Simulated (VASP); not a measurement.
A run of VASP 6.6.1 is set up as follows.

The input INCAR:

```
SYSTEM = Si
PREC = Accurate ; ENCUT = 600
EDIFF = 1E-7 ; ISMEAR = 0
SIGMA = 0.03 ; LREAL = .FALSE.
LASPH = .TRUE. ; NELM = 80
ALGO = Normal ; ISIF = 3
LWAVE = .FALSE. ; LCHARG = .FALSE.
GGA = PE ; IBRION = 2
NSW = 90 ; EDIFFG = -0.005
```

KPOINTS

```
Automatic mesh
0
G
  10 10 10
  0 0 0
```

The input POSCAR:

```
Si                                      
1.0
    0.0000000000      2.7342968687      2.7342968687
    2.7342968687      0.0000000000      2.7342968687
    2.7342968687      2.7342968687      0.0000000000
  Si            
     2
Direct
     0.7500000000000000    0.7500000000000000    0.7500000000000000
     0.5000000000000000    0.5000000000000000    0.5000000000000000
```

Potentials or basis: VASP PAW PBE potentials, release 64 (Si).

Launch:

```sh
$ cat potpaw_PBE.64/Si/POTCAR > POTCAR
$ mpirun -np 1 vasp_std > vasp.out
```

Task: Estimate the band gap on the k mesh.

Result: 0.62 eV, indirect (least direct gap 2.56 eV).

Final structure:
```
Si
1.0
     0.00000    2.73430    2.73430
     2.73430    0.00000    2.73430
     2.73430    2.73430    0.00000
Si
2
Direct
  0.75000 0.75000 0.75000
  0.50000 0.50000 0.50000
```

Caveat: the relaxation stopped at its first step, so nothing moved. A k mesh can miss the band edges.
